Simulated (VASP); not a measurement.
# CaSe (Fm-3m) in VASP: further runs

CaSe is run at these levels: PBE; tasks: single point, relaxation of cell and atoms.

Everything below comes from runs of VASP 6.6.1. Logs are shortened: lines on timing, memory, paths and dates and some standing lists are left out, and cuts for length are marked.

**Measured values to compare with.**

From a printed reference work, monograph, original work of 1988, for a bulk crystal of CaSe at 2 K: band gap 3.85 eV (indirect).

The results are compared with them further down.

## Step 1: The cell of the first run

It takes space group Fm-3m (No. 225, cubic). The conventional cell has a = 5.959 Å, b = 5.959 Å, c = 5.959 Å, α = 90.00°, β = 90.00°, γ = 90.00°. Se (site symmetry m-3m) has 6 Ca at 2.98 Å within 3.9 Å. Within 3.9 Å of Ca (site symmetry m-3m) lie 6 Se at 2.98 Å.

## Step 2: Single point, PBE

Contents of INCAR:

```
  PREC = Accurate
  ENCUT = 520
  EDIFF = 1E-7
  ISMEAR = -1
  SIGMA = 0.05
  LREAL = F
  LASPH = T
  NELM = 100
  ALGO = Normal
  ISIF = 2
  LWAVE = F
  LCHARG = T
  GGA = PE
  LELF = T
  LVHAR = T
  NBANDS = 15
```

Contents of KPOINTS:

```
Automatic mesh
0
Gamma
  8 8 8
```

Contents of POSCAR:

```
CaSe
1.0
    0.0000000000      2.9793658489      2.9793658489
    2.9793658489      0.0000000000      2.9793658489
    2.9793658489      2.9793658489      0.0000000000
Se Ca
1 1
Direct
    0.5000000000      0.5000000000      0.5000000000
    0.0000000000      0.0000000000      0.0000000000
```

Potentials or basis: VASP PAW PBE potentials, release 64 (Se, Ca_sv).

Run with:

```
$ cat potpaw_PBE.64/Se/POTCAR potpaw_PBE.64/Ca_sv/POTCAR > POTCAR
$ mpirun -np 1 vasp_std > vasp.out
```

OUTCAR:

```text
PREC = Accurate
   ENCUT = 520
   EDIFF = 1E-7
   ISMEAR = -1
   LREAL = F
   LASPH = T
   NELM = 100
   ISIF = 2
   GGA = PE

 ion  position               nearest neighbor table
   1  0.500  0.500  0.500-   2 2.98   2 2.98   2 2.98   2 2.98   2 2.98   2 2.98
   2  0.000  0.000  0.000-   1 2.98   1 2.98   1 2.98   1 2.98   1 2.98   1 2.98

  LATTYP: Found a face centered cubic cell.
 ALAT       =     5.9587316978

  Lattice vectors:

 A1 = (   0.0000000000,   2.9793658489,   2.9793658489)
 A2 = (   2.9793658489,   0.0000000000,   2.9793658489)
 A3 = (   2.9793658489,   2.9793658489,   0.0000000000)

Analysis of symmetry for initial positions (statically):
=====================================================================
 Subroutine PRICEL returns:
 Original cell was already a primitive cell.

 Routine SETGRP: Setting up the symmetry group for a
 face centered cubic supercell.

 Subroutine GETGRP returns: Found 48 space group operations
 (whereof 48 operations were pure point group operations)
 out of a pool of 48 trial point group operations.

The static configuration has the point symmetry O_h .

Analysis of symmetry for dynamics (positions and initial velocities):
=====================================================================
 Subroutine PRICEL returns:
 Original cell was already a primitive cell.

 Routine SETGRP: Setting up the symmetry group for a
 face centered cubic supercell.

 Subroutine GETGRP returns: Found 48 space group operations
 (whereof 48 operations were pure point group operations)
 out of a pool of 48 trial point group operations.

The dynamic configuration has the point symmetry O_h .

 Subroutine INISYM returns: Found 48 space group operations
 (whereof 48 operations are pure point group operations),
 and found     1 'primitive' translations

----------------------------------------------------------------------------------------

                                     Primitive cell

  volume of cell :      52.8934

  direct lattice vectors                    reciprocal lattice vectors
     0.000000000  2.979365849  2.979365849    -0.167820948  0.167820948  0.167820948
     2.979365849  0.000000000  2.979365849     0.167820948 -0.167820948  0.167820948
     2.979365849  2.979365849  0.000000000     0.167820948  0.167820948 -0.167820948

  length of vectors
     4.213459591  4.213459591  4.213459591     0.290674408  0.290674408  0.290674408

  position of ions in fractional coordinates (direct lattice)
     0.500000000  0.500000000  0.500000000
     0.000000000  0.000000000  0.000000000

  ion indices of the primitive-cell ions
   primitive index   ion index
                 1           1
                 2           2

----------------------------------------------------------------------------------------

 KPOINTS: Automatic mesh

Automatic generation of k-mesh.
 Grid dimensions read from file:
 generate k-points for:    8    8    8

 Generating k-lattice:

  Cartesian coordinates                     Fractional coordinates (reciprocal lattice)
    -0.020977618  0.020977618  0.020977618     0.125000000  0.000000000  0.000000000
     0.020977618 -0.020977618  0.020977618     0.000000000  0.125000000  0.000000000
     0.020977618  0.020977618 -0.020977618     0.000000000  0.000000000  0.125000000

  Length of vectors
     0.036334301  0.036334301  0.036334301

  Shift w.r.t. Gamma in fractional coordinates (k-lattice)
     0.000000000  0.000000000  0.000000000

 Subroutine IBZKPT returns following result:
 ===========================================

 Found     29 irreducible k-points:

 Following reciprocal coordinates:
            Coordinates               Weight
  0.000000  0.000000  0.000000      1.000000
  0.125000  0.000000  0.000000      8.000000
  0.250000  0.000000  0.000000      8.000000
  0.375000  0.000000  0.000000      8.000000
  0.500000  0.000000  0.000000      4.000000
  0.125000  0.125000  0.000000      6.000000
[... 16 lines left out ...]
  0.500000  0.250000  0.125000     48.000000
 -0.375000  0.250000  0.125000     24.000000
 [... further k-points ...]
   k-points           NKPTS =     29   k-points in BZ     NKDIM =     29   number of bands    NBANDS=     15
   number of dos      NEDOS =    301   number of ions     NIONS =      2
   total plane-waves  NPLWV =  32768
   dimension x,y,z NGX =    32 NGY =   32 NGZ =   32
   dimension x,y,z NGXF=    64 NGYF=   64 NGZF=   64
   ions per type =               1   1
   NGX,Y,Z   is equivalent  to a cutoff of  12.63, 12.63, 12.63 a.u.
   NGXF,Y,Z  is equivalent  to a cutoff of  25.25, 25.25, 25.25 a.u.
 SYSTEM =  unknown system
   PREC   = accura    normal or accurate (medium, high low for compatibility)
   ISTART =      0    job   : 0-new  1-cont  2-samecut
   ICHARG =      2    charge: 1-file 2-atom 10-const
   ISPIN  =      1    spin polarized calculation?
   LNONCOLLINEAR =      F non collinear calculations
   LSORBIT =      F    spin-orbit coupling
   LASPH  =      T    aspherical Exc in radial PAW
   ENCUT  =  520.0 eV  38.22 Ry    6.18 a.u.   7.83  7.83  7.83*2*pi/ulx,y,z
   NELM   =    100;   NELMIN=  2; NELMDL= -5     # of ELM steps
   EDIFF  = 0.1E-06   stopping-criterion for ELM
   LREAL  =      F    real-space projection
   EDIFFG = 0.1E-05   stopping-criterion for IOM
   NSW    =      0    number of steps for IOM
   IBRION =     -1    ionic relax: 0-MD 1-quasi-New 2-CG
   NFREE  =      0    steps in history (QN), initial steepest desc. (CG)
   ISIF   =      2    stress and relaxation
   ISYM   =      2    0-nonsym 1-usesym 2-fastsym
   POTIM  = 0.5000    time-step for ionic-motion
   TEBEG  =    0.0;   TEEND  =   0.0 temperature during run
   PSTRESS=    0.0 pullay stress
   NELECT =      16.0000    total number of electrons
   NUPDOWN=      -1.0000    fix difference up-down
   EMIN   =  10.00;   EMAX   =-10.00  energy-range for DOS
   EFERMI =   0.00;   METHOD = LEGACY
   ISMEAR =    -1;   SIGMA  =   0.05  broadening in eV -4-tet -1-fermi 0-gaus
   EFERMI_NEDOS =   21; number of points for ismear=-14 and -15
   IALGO  =     38    algorithm
   IMIX   =      4    mixing-type and parameters
     AMIX     =   0.40;   BMIX     =  1.00
     AMIX_MAG =   1.60;   BMIX_MAG =  1.00
  volume/ion in A,a.u.               =      26.45       178.47
  Fermi-wavevector in a.u.,A,eV,Ry     =   1.098958  2.076729 16.431866  1.207708
  Thomas-Fermi vector in A             =   2.235344
   LORBIT       =      0    0 simple, 1 ext, 2 COOP (PROOUT), +10 PAW based schemes
   GGA     = PE    functional components
   LHFCALC =     F    Hartree Fock is set to
   AEXX    =    0.0000 exact exchange contribution
   IVDW    =     0    specifies the selected vdW correction
   LEPSILON=     F    determine dielectric tensor
   LRPA    =     F    only Hartree local field effects (RPA)
 non-spin polarized calculation
  energy-cutoff  :      520.00
  volume of cell :       52.89
 maximum number of plane-waves:      1458
   NGX = 15   NGY = 15   NGZ = 15

 number of electron      15.9999996 magnetization

 Free energy of the ion-electron system (eV)
  ---------------------------------------------------
  ext. energy  EPLUGINS =         0.00000000
  ---------------------------------------------------
  free energy    TOTEN  =        -9.48586210 eV

  energy without entropy =       -9.48586210  energy(sigma->0) =       -9.48586210

 E-fermi :   3.2730     XC(G=0):  -9.0629

 val. band max:        2.2964275956   @ k =   0.0000   0.0000   0.0000
 cond. band min:       4.3712167776   @ k =   0.5000   0.5000   0.0000
 fundamental gap:      2.0747891820
 Fermi energy:         3.2730098088

 k-point     1 :       0.0000    0.0000    0.0000
  band No.  band energies     occupation
      1     -37.5203      2.00000
      2     -18.5102      2.00000
      3     -18.5102      2.00000
      4     -18.5102      2.00000
      5      -9.4272      2.00000
      6       2.2964      2.00000
      7       2.2964      2.00000
      8       2.2964      2.00000
      9       5.5213      0.00000
     10       6.0089      0.00000
     11       6.0089      0.00000
     12       6.0089      0.00000
     13       6.5563      0.00000
     14       6.5563      0.00000
     15      11.9795      0.00000

 k-point     2 :       0.1250    0.0000    0.0000
  band No.  band energies     occupation
      1     -37.5194      2.00000
      2     -18.5256      2.00000
      3     -18.5113      2.00000
      4     -18.5113      2.00000
      5      -9.3395      2.00000
      6       1.5454      2.00000
      7       2.0673      2.00000
      8       2.0673      2.00000
      9       5.8717      0.00000
     10       6.2142      0.00000
     11       6.2142      0.00000
     12       6.5275      0.00000
     13       6.9468      0.00000
     14       6.9468      0.00000
     15      12.1122      0.00000

 k-point     3 :       0.2500    0.0000    0.0000
  band No.  band energies     occupation
      1     -37.5173      2.00000
      2     -18.5623      2.00000
      3     -18.5138      2.00000
      4     -18.5138      2.00000
      5      -9.1173      2.00000
      6       0.3393      2.00000
      7       1.6244      2.00000
      8       1.6244      2.00000
      9       6.0028      0.00000
     10       6.7160      0.00000
     11       6.7160      0.00000
     12       7.9055      0.00000
     13       7.9055      0.00000
     14       7.9094      0.00000
     15      11.5873      0.00000
[... 343 lines left out ...]
 k-point    23 :       0.5000    0.2500    0.1250
  band No.  band energies     occupation
      1     -37.5140      2.00000
      2     -18.5860      2.00000
      3     -18.5384      2.00000
      4     -18.5227      2.00000
      5      -8.8474      2.00000
      6      -0.3256      2.00000
      7       0.9053      2.00000
      8       1.1884      2.00000
      9       6.1764      0.00000
     10       7.4436      0.00000
     11       7.7475      0.00000
     12       7.8966      0.00000
     13       8.3587      0.00000
     14       9.9185      0.00000
     15      10.2307      0.00000

 k-point    24 :      -0.3750    0.2500    0.1250
  band No.  band energies     occupation
      1     -37.5133      2.00000
      2     -18.5939      2.00000
      3     -18.5401      2.00000
      4     -18.5256      2.00000
      5      -8.7807      2.00000
      6      -0.4623      2.00000
      7       0.7165      2.00000
      8       1.1008      2.00000
      9       6.7454      0.00000
     10       7.0254      0.00000
     11       7.9574      0.00000
     12       8.2155      0.00000
     13       8.5559      0.00000
     14       9.4399      0.00000
     15      10.7541      0.00000

 [... further k-points ...]

------------------------ aborting loop because EDIFF is reached ----------------------------------------

  FORCE on cell =-STRESS in cart. coord.  units (eV):
  Direction    XX          YY          ZZ          XY          YZ          ZX
  --------------------------------------------------------------------------------------
  -------------------------------------------------------------------------------------
  Total        0.0485090      0.0485090      0.0485090      0.0000000      0.0000000     -0.0000000
  in kB        1.4693718      1.4693718      1.4693718      0.0000000      0.0000000     -0.0000000
  external PRESSURE =       1.4693718 kB  Pullay stress =       0.0000000 kB

 VOLUME and BASIS-vectors are now :
 -----------------------------------------------------------------------------
  energy-cutoff  :      520.00
  volume of cell :       52.89
      direct lattice vectors                 reciprocal lattice vectors
     0.000000000  2.979365849  2.979365849    -0.167820948  0.167820948  0.167820948
     2.979365849  0.000000000  2.979365849     0.167820948 -0.167820948  0.167820948
     2.979365849  2.979365849  0.000000000     0.167820948  0.167820948 -0.167820948

 POSITION                                       TOTAL-FORCE (eV/Angst)
 -----------------------------------------------------------------------------------
      2.97937      2.97937      2.97937         0.000000      0.000000      0.000000
      0.00000      0.00000      0.00000         0.000000      0.000000      0.000000
 -----------------------------------------------------------------------------------
    total drift:                                0.000000     -0.000000     -0.000000

  FREE ENERGIE OF THE ION-ELECTRON SYSTEM (eV)
  ---------------------------------------------------
  free  energy   TOTEN  =        -9.4858621021 eV

  energy  without entropy=       -9.4858621021  energy(sigma->0) =       -9.48586210
```

Wall time 38 s (1 thread of Intel Xeon 8259CL, shared host); peak memory 0.18 GiB.

What came out:

| Property | Result |
| --- | --- |
| Free energy | -9.4859 eV |
| Pressure | 0.1 GPa |
| Band gap on the k mesh | 2.07 eV (least direct gap 2.99 eV) |

## Step 3: Relaxation of cell and atoms, PBE

This run uses another cell than the first one, of 25.83 Å³/atom.

Contents of INCAR:

```
ALGO = Normal
EDIFF = 1E-7
EDIFFG = -0.01
ENCUT = 600
GGA = PE
IBRION = 2
ISIF = 3
ISMEAR = -1
LASPH = T
LCHARG = F
LREAL = F
LWAVE = F
NELM = 100
NSW = 60
PREC = Accurate
SIGMA = 0.05
```

Contents of KPOINTS:

```
k-points
0
Gamma
  8 8 8
```

Contents of POSCAR:

```
CaSe
1.0
    0.0000000000      2.9560000000      2.9560000000
    2.9560000000      0.0000000000      2.9560000000
    2.9560000000      2.9560000000      0.0000000000
Se Ca
1 1
Direct
    0.5000000000      0.5000000000      0.5000000000
    0.0000000000      0.0000000000      0.0000000000
```

Potentials or basis: VASP PAW PBE potentials, release 64 (Se, Ca_sv).

Run with:

```
$ cat potpaw_PBE.64/Se/POTCAR potpaw_PBE.64/Ca_sv/POTCAR > POTCAR
$ mpirun -np 1 vasp_std > vasp.out
```

It took 2.1 min on 1 thread of Intel Xeon 8259CL, shared host; peak memory 0.22 GiB.

The run converged. Its results:

| Property | Result |
| --- | --- |
| Free energy | -9.4861 eV |
| Relaxed volume | 26.53 Å³/atom |
| Relaxed cell | a = 4.218 Å, b = 4.218 Å, c = 4.218 Å, α = 60.00°, β = 60.00°, γ = 60.00° |
| Space group after relaxing (to 0.1 Å) | Fm-3m (No. 225) |
| Energy gained by relaxing | 2.9 meV/atom |
| Ionic steps | 3 |
| Pressure after relaxing | 0.0 GPa |
| Band gap on the k mesh | 2.08 eV (least direct gap 2.99 eV) |

Step by step:
```csv
step,energy change (eV),largest force (eV/Å),pressure (GPa),volume (Å³)
1,0.0000,0.0000,1.36,51.66
2,-0.0057,0.0000,-0.22,53.32
3,-0.0059,0.0000,0.00,53.07
```

Final structure:
```
Se Ca
1.0
     0.00000    2.98265    2.98265
     2.98265    0.00000    2.98265
     2.98265    2.98265    0.00000
Se Ca
1 1
Direct
  0.50000 0.50000 0.50000
  0.00000 0.00000 0.00000
```

Levels at points of the mesh, in eV from the valence-band top:
```
           k point  band 6  band 7  band 8  band 9  band 10  band 11
(0.00, 0.00, 0.00)    0.00    0.00    0.00    3.21     3.71     3.71
(0.50, 0.00, 0.00)   -3.19   -1.15   -1.15    4.48     5.41     5.44
(0.50, 0.50, 0.00)   -2.46   -0.91   -0.91    2.08     4.94     5.00
```

## Step 4: Against experiment

Step 2. Measured gap of CaSe: 3.85 eV (indirect; 2 K; a printed reference work, monograph, original work of 1988). This calculation gives 2.07 eV (-1.78 eV). Spin-orbit coupling on Se is left out. The value is that of PBE on a finite k mesh, which can miss the band edges, without temperature or zero-point motion. Semilocal functionals fall short of measured gaps as a rule.
